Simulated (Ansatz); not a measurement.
# Gd (P6_3/mmc) in Ansatz: phonons with PBEsol

Aim: the phonons of Gd with PBEsol.

Everything below comes from runs of Ansatz 0.2.0. Logs are shortened: lines on timing, memory, paths and dates and some standing lists are left out, and cuts for length are marked.

### 1 The crystal as given

The structure is hexagonal, space group P6_3/mmc (No. 194). Conventional cell: a = 3.636 Å, b = 3.636 Å, c = 5.783 Å, α = 90.00°, β = 90.00°, γ = 120.00°. Around Gd (site symmetry -6m2) lie 12 Gd at 3.57 to 3.64 Å.

### 2 Phonons, PBEsol, collinear spin, ferromagnetic start

File input.yaml:

```yaml
crystal:
  lattice:
    - [3.636, 0.0, 0.0]
    - [-1.818, 3.1488683682, 0.0]
    - [0.0, 0.0, 5.7826]
  atoms:
    - { symbol: Gd, position: [0.6666666667, 0.3333333333, 0.75], spin: 7.0 }
    - { symbol: Gd, position: [0.3333333333, 0.6666666667, 0.25], spin: 7.0 }
kpoints:
  mp_grid: { grid: [6, 6, 4] }
scf:
  occupations: { method: fermi_dirac, width: 0.05 }
hamiltonian:
  xc: pbesol
  pseudopotentials: { kind: all_electron, lapw: { basis_error: 0.001 } }
magnetization:
  spin_polarized: true
output: {}
phonons:
  method: fd
  supercell: [1, 1, 1]
```

Potentials or basis: all-electron LAPW, scalar-relativistic.

The run is started by

```console
> ansatz run input.yaml --threads 2 --pin off --max-ram 6144MiB --backend cpu --events-out ev --progress --plain --runs-dir out
```

Log:

```text
Warning: RAYON_NUM_THREADS=2 ignored (pool sized by the plan → 2); use --threads N
LAPW: plane waves up to 6.644 Å⁻¹, error target 1.0e-3 eV per atom; small_component_spin mean_spin; Gd in spheres of 1.733 Å, 28 of its electrons in bands, Dirac shells [] (how accurate: hamiltonian.pseudopotentials.lapw.basis_error, Limitations)
Engine: ansatz 0.2.0, x86_64-unknown-linux-gnu
Pseudopotentials: kind: all_electron
Pseudopotential: Gd, LAPW, valence charge 28, lapw/all_electron/scalar/gaussian/Gd, Koelling and Harmon's equation, gaussian nucleus
Functional definition: PBEsol
  exchange = pbesol_x
  correlation = pbesol_c
Crystal: 2 atoms, lattice volume = 66.207 Å³
Basis set: ecut = 168.18536090245112 eV, 313 PW (Γ), exchange–correlation at level 2
Bands: 42, of which v1, the nominal top of the filled ones, is band 28 counted from 1 (27 counted from 0)
Symmetry: 24 space group operations
Space group: P63/mmc (ITA 194), of the structure as read, at distance tolerance 4.0e-5 Å
Magnetic group: BNS 194.263 (UNI 1493), of the structure as read, at distance tolerance 4.0e-5 Å
k-points: 21 of 144
Non-local potential: Gd, projectors of the file, none
Initial density: superposition of atomic densities (chi_scale 0.1, normalization cell)
Starting moments: Σ|m| = 14 μB on 2 of 2 sites
Initial wavefunctions: plane waves of lowest kinetic energy (no species holds an atomic orbital)
Functional: x = pbesol(κ = 0.804, μ = 0.12345679012345678), c = pbesol(β = 0.046)
SCF 1 converged in 10 iterations: F = -613178.091577 eV  dr2 = 6.29e-9
a single point of the input's cell can leave the moments in the input for a lower state (scf.lower_state_search): this run first made a single point of its cell. This run's own SCFs start from the density of the state that the single point found, with the moments in the input. The single point stayed on the moments in the input.
Initial density: read from a saved state, or passed on in memory by an earlier SCF of this step, an earlier step, the calling program or the single point that the run made first
Stability of the state it starts from, as read at its close in the collinear treatment: not read negative (Ritz values of 1 − χ₀K, real part plus size of imaginary part, from 0.53 to 0.58, by its mixing steps under the symmetry group of the SCF that read it); its run was given moments
Starting moments: Σ|m| = 14 μB on 2 of 2 sites; this step starts from the density that it was given
iter 1 solved again at ethr=1.33e-9 eV; its pass at ethr=1.00e-1 eV (dr2=7.42e-7 eV) is discarded
SCF iter   1: F=—  HF=-613178.091577 eV  |F-HF|=—  |Δ(HF+E_count)|=         —  Δρ=1.33e-6 (↑8.45e-7 ↓1.33e-6)  dr2=1.95e-9  dr2_m=2.91e-10  M=15.330 μB ∫|m|=15.330 μB  β_m=0.65  ethr=1.33e-9  ⟨swp⟩=6.0  Hψ=16150  notcnv=0
preconditioner: auto → Kerker (q_TF=auto, 2.653 Å⁻¹)  [metal: Δε(μ)=0.049 eV  Ē_g=11.939 eV  σ=0.050 eV  W_gap=0.23  n_scr=22 (ndim 8)  ℏωp=25.8 eV  f_vac=0.000  D(μ)=3.53/eV (n_scr^D=34)]
spin=Collinear: Kerker preconditioning applied to the charge; magnetization (m = ρ↑ − ρ↓) channel mixes plain (no charge-response kernel on spin).
SCF iter   2: F=—  HF=-613178.091577 eV  |F-HF|=—  |Δ(HF+E_count)|=   1.07e-8  Δρ=8.23e-7 (↑4.60e-7 ↓8.23e-7)  dr2=7.85e-10  dr2_m=1.13e-10  M=15.330 μB ∫|m|=15.330 μB  β_m=0.64  ethr=4.65e-12 (applied; sched 3.48e-12)  ⟨swp⟩=3.8  Hψ=5867  notcnv=0
SCF iter   3: F=—  HF=-613178.091577 eV  |F-HF|=—  |Δ(HF+E_count)|=   1.51e-9  Δρ=6.12e-7 (↑3.31e-7 ↓6.12e-7)  dr2=5.26e-10  dr2_m=5.13e-11  M=15.330 μB ∫|m|=15.330 μB  β_m=0.64  ethr=3.76e-12 (applied; sched 1.40e-12)  ⟨swp⟩=2.1  Hψ=5168  notcnv=0
SCF iter   4: F=—  HF=-613178.091577 eV  |F-HF|=—  |Δ(HF+E_count)|=   4.07e-9  Δρ=1.39e-7 (↑1.39e-7 ↓1.13e-7)  dr2=4.84e-11  dr2_m=8.35e-13  M=15.330 μB ∫|m|=15.330 μB  β_m=0.82  ethr=3.88e-12 (applied; sched 1.00e-12)  ⟨swp⟩=3.0  Hψ=5290  notcnv=0
SCF iter   5: F=-613178.091577 eV  HF=-613178.091577 eV  |F-HF|=5.82e-10  |Δ(HF+E_count)|=  5.82e-10  Δρ=1.01e-7 (↑7.65e-8 ↓1.01e-7)  dr2=7.26e-12  dr2_m=2.65e-12  M=15.330 μB ∫|m|=15.330 μB  ethr=3.76e-12 (applied; sched 1.00e-12)  ⟨swp⟩=2.0  Hψ=5162  notcnv=0
SCF 2 converged in 5 iterations: F = -613178.091577 eV  dr2 = 7.26e-12
Symmetry: 1 space group operations
k-points: 76 of 144 (time reversal used)
Initial density: handed on by an earlier stage of this run
Initial wavefunctions: plane waves of lowest kinetic energy (no species holds an atomic orbital; no wavefunctions were taken with the density)
iter 1 solved again at ethr=9.75e-7 eV; its pass at ethr=1.00e-1 eV (dr2=5.46e-4 eV) is discarded
SCF iter   1: F=—  HF=-613178.091601 eV  |F-HF|=—  |Δ(HF+E_count)|=         —  Δρ=1.84e-4 (↑1.84e-4 ↓1.68e-4)  dr2=5.45e-4  dr2_m=1.53e-6  M=15.330 μB ∫|m|=15.330 μB  β_m=0.30  ethr=9.75e-7  ⟨swp⟩=4.0  Hψ=47438  notcnv=0
preconditioner: auto → Kerker (q_TF=auto, 2.653 Å⁻¹)  [metal: Δε(μ)=0.003 eV  Ē_g=11.950 eV  σ=0.050 eV  W_gap=0.02  n_scr=22 (ndim 8)  ℏωp=25.8 eV  f_vac=0.000  D(μ)=3.53/eV (n_scr^D=34)]
spin=Collinear: Kerker preconditioning applied to the charge; magnetization (m = ρ↑ − ρ↓) channel mixes plain (no charge-response kernel on spin).
SCF iter   2: F=—  HF=-613178.091568 eV  |F-HF|=—  |Δ(HF+E_count)|=   3.36e-5  Δρ=1.43e-4 (↑1.43e-4 ↓1.28e-4)  dr2=3.25e-4  dr2_m=8.29e-7  M=15.331 μB ∫|m|=15.331 μB  β_m=0.60  ethr=9.73e-7  ⟨swp⟩=2.0  Hψ=18693  notcnv=0
iter 3 solved again at ethr=5.31e-8 eV; its pass at ethr=5.80e-7 eV (dr2=2.97e-5 eV) is discarded
SCF iter   3: F=—  HF=-613178.091522 eV  |F-HF|=—  |Δ(HF+E_count)|=   4.54e-5  Δρ=4.53e-5 (↑4.53e-5 ↓3.45e-5)  dr2=2.97e-5  dr2_m=4.59e-8  M=15.330 μB ∫|m|=15.330 μB  β_m=0.70  ethr=5.31e-8  ⟨swp⟩=2.0  Hψ=31007  notcnv=0
SCF iter   4: F=—  HF=-613178.091534 eV  |F-HF|=—  |Δ(HF+E_count)|=   1.21e-5  Δρ=4.77e-5 (↑2.70e-5 ↓4.77e-5)  dr2=6.87e-6  dr2_m=5.09e-7  M=15.333 μB ∫|m|=15.333 μB  β_m=0.46  ethr=5.31e-8  ⟨swp⟩=2.0  Hψ=18698  notcnv=0  recentre
SCF iter   5: F=—  HF=-613178.091517 eV  |F-HF|=—  |Δ(HF+E_count)|=   1.77e-5  Δρ=1.14e-5 (↑1.14e-5 ↓1.08e-5)  dr2=6.37e-7  dr2_m=3.88e-8  M=15.331 μB ∫|m|=15.331 μB  β_m=0.45  ethr=1.23e-8  ⟨swp⟩=2.0  Hψ=18678  notcnv=0
SCF iter   6: F=—  HF=-613178.091517 eV  |F-HF|=—  |Δ(HF+E_count)|=   3.38e-7  Δρ=1.22e-5 (↑8.14e-6 ↓1.22e-5)  dr2=9.21e-7  dr2_m=2.52e-8  M=15.331 μB ∫|m|=15.331 μB  β_m=0.45  ethr=1.14e-9  ⟨swp⟩=2.1  Hψ=18705  notcnv=0
SCF iter   7: F=—  HF=-613178.091517 eV  |F-HF|=—  |Δ(HF+E_count)|=   3.40e-7  Δρ=3.87e-6 (↑3.87e-6 ↓2.00e-6)  dr2=1.57e-8  dr2_m=3.42e-9  M=15.331 μB ∫|m|=15.331 μB  β_m=0.66  ethr=1.14e-9  ⟨swp⟩=2.0  Hψ=18696  notcnv=0
SCF iter   8: F=—  HF=-613178.091517 eV  |F-HF|=—  |Δ(HF+E_count)|=   1.64e-8  Δρ=1.44e-6 (↑1.44e-6 ↓8.04e-7)  dr2=4.28e-9  dr2_m=4.04e-10  M=15.331 μB ∫|m|=15.331 μB  β_m=0.82  ethr=2.81e-11  ⟨swp⟩=3.0  Hψ=19272  notcnv=0
SCF iter   9: F=-613178.091517 eV  HF=-613178.091517 eV  |F-HF|=9.31e-10  |Δ(HF+E_count)|=   3.03e-9  Δρ=4.31e-7 (↑2.53e-7 ↓4.31e-7)  dr2=4.84e-10  dr2_m=3.50e-11  M=15.331 μB ∫|m|=15.331 μB  ethr=7.65e-12  ⟨swp⟩=3.0  Hψ=19044  notcnv=0
SCF 3 converged in 9 iterations: F = -613178.091517 eV  dr2 = 4.84e-10
SCF converged after 5 iterations
Magnetization: 15.3305 μB (35.6652 up, 20.3348 down)
Absolute magnetization: 15.3305 μB (∫|ρ↑−ρ↓|)
Spin contamination: 0.0142 ħ² per cell (⟨S²⟩ above its minimum at these occupations)
Per-site moments (μB) at R_I (Å): [(7.453322360958111, 1.7329130296692106), (7.453322360958111, 1.7329130296692106)]
Free energy (F): -613178.091577 eV
Harris-Foulkes:  -613178.091577 eV  (|F-HF|=5.82e-10)
Internal energy: -613178.062128 eV  (E = F + TS)
E sigma→0 (E₀):  -613178.076852 eV
Entropy (-TS):   -0.029450 eV (-14.725 meV/atom)
Fermi energy:    14.050127 eV
--- Per-component energies (eV) ---
  E_band       = -2524.145367
  E_kinetic    = 666463.798582
  E_xc         = -13398.654305
  E_electrostatic = -1266243.206405  (all electrons and nuclei)
  E_smearing   = -0.029450  (= −TS)
  E_closure    = 0.000000  (closes the sum)
  E_atoms      = -613149.216652  (free atoms, spherical and without spin; not in F)
  Σ components = -613178.091577   (vs F -613178.091577, Δ=0.00e0)
  Basis errors (estimates in eV, not in F): energy 2.3e-4 per atom: plane waves 1.9e-4 (1.0e-4 summed), levels above the bands 1.2e-38, relativity 2.4e-7, radial functions 4.5e-5, core shells 8.0e-7; eigenvalues (radial functions only) 3.4e-7; not estimated: angular momenta, meshes, grids; target (lapw.basis_error) 1.0e-3; muffin-tin radii Gd 1.733 Å
--- Forces (eV/Å), atoms counted from 1 ---
  atom   1  Gd     0.00000000     0.00000000     0.00000000
  atom   2  Gd     0.00000000    -0.00000000     0.00000000
  max |Σ_I F_I| component: 1.85e-17 eV/Å
--- Band table (eV; the first three rows and the last of 42) ---
  k-point 0 ↑: bands = ["-129.3080", "-129.3080", "-129.2910", "-129.2910", "-129.2910", "-129.2910", "-129.2874", "-129.2874", "-129.2874", "-129.2874", "-31.1304", "-31.0604", "-8.9249", "-8.3066", "-8.3066", "-8.1990", "-8.1990", "-8.1822", "8.9908", "9.3152", "9.3358", "9.3395", "9.3864", "9.3864", "9.3888", "9.3888", "9.4115", "9.4115", "9.4123", "9.4484", "9.4484", "9.4767", "9.4821", "11.5900", "15.1322", "15.3787", "15.3787", "15.5488", "16.0079", "16.0079", "16.5896", "16.5896"]
  k-point 1 ↑: bands = ["-129.3080", "-129.3080", "-129.2910", "-129.2910", "-129.2910", "-129.2910", "-129.2874", "-129.2874", "-129.2874", "-129.2874", "-31.1202", "-31.0707", "-8.8227", "-8.2982", "-8.2910", "-8.2910", "-8.2149", "-8.2149", "9.2955", "9.3269", "9.3490", "9.3625", "9.3625", "9.3859", "9.3859", "9.4059", "9.4270", "9.4270", "9.4432", "9.4641", "9.4641", "9.4775", "9.4814", "11.3962", "14.6270", "15.1818", "15.2226", "15.2226", "15.7054", "15.7054", "17.2139", "17.2139"]
  k-point 2 ↑: bands = ["-129.3080", "-129.3080", "-129.2910", "-129.2910", "-129.2910", "-129.2910", "-129.2874", "-129.2874", "-129.2874", "-129.2874", "-31.0955", "-31.0955", "-8.5674", "-8.5674", "-8.2531", "-8.2531", "-8.2531", "-8.2531", "9.3075", "9.3075", "9.3620", "9.3620", "9.3620", "9.3620", "9.3845", "9.3845", "9.4599", "9.4599", "9.4599", "9.4599", "9.4794", "9.4794", "10.4961", "10.4961", "14.5563", "14.5563", "15.2912", "15.2912", "15.2912", "15.2912", "18.2832", "18.2832"]
  k-point 20 ↓: bands = ["-123.4265", "-123.4265", "-123.4265", "-123.4265", "-123.4249", "-123.4249", "-123.4116", "-123.4116", "-123.4116", "-123.4116", "-27.8662", "-27.8662", "-6.4349", "-6.4349", "-6.2330", "-6.2330", "-5.8834", "-5.8834", "13.8755", "13.8755", "13.9940", "13.9940", "14.4897", "14.4897", "14.5176", "14.5176", "14.5305", "14.5305", "14.6224", "14.6224", "14.7084", "14.7084", "14.8950", "14.8950", "14.9471", "14.9471", "15.6935", "15.6935", "17.6988", "17.6988", "19.9399", "19.9399"]
--- Phonons: 1 displaced member + reference (amplitude 0.01 Å, Σ member SCF iterations 9) ---
  symmetry images taken by strict's conditions (phonons.symmetry_images: auto; settled by no image being taken that strict refuses)
  ASR residual: 3.444e-5 → 0.000e0 eV/Å²; symmetrization residual: 9.992e-16 eV/Å²
  largest component of a force at the reference: 4.6e-17 eV/Å
  ASR residual per site (eV/Å²): 3.44e-5 3.44e-5
  Γ frequencies (cm⁻¹): 0.00 0.00 0.00 57.58 57.58 77.13
  density of states and harmonic sums: on the 20×20×11 q-mesh, interpolated from the force constants of a 1×1×1 supercell (no non-analytic term)
  largest difference from the sums on the solved wave vectors: F 8.28e-1 eV, S 1.09e-3 and C_V 2.58e-4 eV/K
  zero-point energy: 0.016432 eV/cell   skipped modes (ω ≤ 0): 3   left out of the sums: 1.14e-4 of the cell's modes: C_V's classical limit lies that fraction below 3 k_B per atom; for a crystal, a wire or a layer, F and S can be off by more, and a phonons.interpolated_qmesh denser along its periods is the remedy for the sampling
```

It took 31 s on 2 threads of AMD EPYC 9R45 (Zen 5), shared host; peak memory 0.71 GiB.

What came out:

- Free energy: -613178.0916 eV
- Band gap on the k mesh: none (metal or under the smearing width)
- Net moment: 15.33 μB per cell
- Absolute moment: 15.33 μB per cell
- Site moments: Gd +7.45 μB
- Highest phonon frequency at Γ: 77 cm⁻¹

Levels at points of the mesh, in eV from the Fermi level:
Spin up:
```tsv
k point	band 34	band 35	band 36	band 37	band 38	band 39
(0.00, 0.00, 0.00)	-2.46	1.08	1.33	1.33	1.50	1.96
(0.00, 0.00, -0.50)	-3.55	0.51	0.51	1.24	1.24	1.24
(0.00, -0.50, 0.00)	-1.74	-1.29	-0.07	1.06	1.11	1.77
(0.00, -0.50, -0.50)	-2.16	-0.44	-0.44	1.50	1.50	2.56
```
Spin down:
```
             k point  band 17  band 18  band 19  band 20  band 21  band 22  band 23  band 24
  (0.00, 0.00, 0.00)   -19.80   -19.79    -4.12    -1.42     0.34     0.37     0.43     0.48
 (0.00, 0.00, -0.50)   -19.86   -19.86    -2.57    -2.57     0.26     0.26     0.46     0.46
 (0.00, -0.50, 0.00)   -20.01   -19.89    -1.05    -0.84    -0.51     0.37     0.43     0.49
(0.00, -0.50, -0.50)   -20.00   -20.00    -1.29    -1.29     0.23     0.23     0.46     0.46
```

Phonon frequencies in cm⁻¹ (negative: imaginary):
```
              q point     frequencies
(0.000, 0.000, 0.000)  0 0 0 58 58 77
```

Caveat: the k mesh is thin for a metal, which can move the energy by tens of meV per atom; a metal's response needs a denser mesh; an open f shell can end in a state above the lowest; spin-orbit coupling is left out, which moves the levels of the heavy elements.
